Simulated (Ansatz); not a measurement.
PbS, DFT, LDA, all-electron LAPW, scalar-relativistic (Ansatz 0.2.0), run on 1 thread of Arm Neoverse V2 on a shared host.

The cell comes from COD entry 9000001, which wasn't checked; take it as a given geometry. The listed cell was then made from it by scaling, straining or moving an atom.

Command: `ansatz run input.yaml --threads 1 --pin off --max-ram 3072MiB --backend cpu --events-out ev --progress --plain --runs-dir out`

```yaml
crystal:
  lattice:
    - [0.0, 2.9044728123, 2.9044728123]
    - [2.9044728123, 0.0, 2.9044728123]
    - [2.9044728123, 2.9044728123, 0.0]
  atoms:
    - { symbol: Pb, position: [0.0, 0.0, 0.0] }
    - { symbol: S, position: [0.5, 0.5, 0.5] }
kpoints:
  mp_grid: { grid: [8, 8, 8] }
  band_path:
    path:
      - [0.0, 0.0, 0.0]
      - [0.5, 0.0, 0.5]
      - [0.625, 0.25, 0.625]
      - [0.375, 0.375, 0.75]
      - [0.0, 0.0, 0.0]
      - [0.5, 0.5, 0.5]
      - [0.5, 0.25, 0.75]
      - [0.5, 0.0, 0.5]
    npoints: 5
scf:
  occupations: { method: fermi_dirac, width: 0.01 }
hamiltonian:
  xc: lda
  pseudopotentials: { kind: all_electron, lapw: { basis_error: 0.0005 } }
output:
  forces: true
  stress: true
  eigenvalues: true
```

(1) How large is the problem that the program sets up?

(2) Estimate the wall time and the peak memory.

## Answers

(1) 29 irreducible k-points, 331 plane waves at Γ, 30 bands.

(2) 8.6 s of wall time for 7 SCF iterations, with a peak of 0.28 GiB. Times on shared machines scatter by tens of per cent.
